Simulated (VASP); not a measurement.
## CoO: single point with PBEsol

CoO:

```xyz
2
Lattice="0.0000 2.1315 2.1315 2.1315 0.0000 2.1315 2.1315 2.1315 0.0000" Properties=species:S:1:pos:R:3 pbc="T T T"
Co    0.0498    0.0164    0.0019
O     2.1581    2.1154    2.1619
```

The cell isn't the ideal one: atoms moved at random, drawn with an rms of 0.05 Å.

* Program: VASP 6.6.1
* Task: single point
* Functional: PBEsol
* Potentials or basis: VASP PAW PBE potentials, release 64 (Co, O)
* Cutoff: 520 eV
* k mesh: 11 × 11 × 11
* Occupations: fermi-dirac, width 0.05 eV
* Spin: collinear spin, ferromagnetic start
* Starting moments: [2.0, 0.0] μB

The pressure is -11.2 GPa, the band gap on the k mesh is none (metal or under the smearing width) and the net moment is 2.94 μB per cell. The site moments are Co +2.57; O +0.32 μB and the valence electrons inside the program's atomic spheres are Co 7.80; O 4.95.

Forces in eV/Å, atoms in the order of the input:
```
Co   0.002  0.001 -0.001
O   -0.002 -0.001  0.001
```

Stress tensor (GPa, compression positive):
```
-11.24  -0.06   0.06
 -0.06 -11.07   0.08
  0.06   0.08 -11.15
```

Levels at points of the mesh, in eV from the Fermi level:
Spin up:
| k point | band 6 | band 7 | band 8 | band 9 | band 10 | band 11 | band 12 | band 13 |
| --- | --- | --- | --- | --- | --- | --- | --- | --- |
| (0.00, 0.00, 0.00) | -3.16 | -2.97 | -2.97 | -2.94 | 0.83 | 16.54 | 17.88 | 17.89 |
Spin down:
| k point | band 3 | band 4 | band 5 | band 6 | band 7 | band 8 | band 9 | band 10 |
| --- | --- | --- | --- | --- | --- | --- | --- | --- |
| (0.00, 0.00, 0.00) | -2.63 | -2.63 | -1.09 | -1.08 | -1.05 | -0.11 | -0.10 | 1.39 |

Wall time 3.2 min on 1 thread of Intel(R) Xeon(R) 6975P-C (Granite Rapids) (shared host), peak memory 0.44 GiB.

Caveat: the PAW data sets were made with another functional, which shifts forces and pressure a little; a cell with one magnetic atom can't hold antiferromagnetic order, which such compounds often take; semilocal functionals often make such compounds metallic where correlation or magnetic order opens a gap, which also shifts bond lengths.
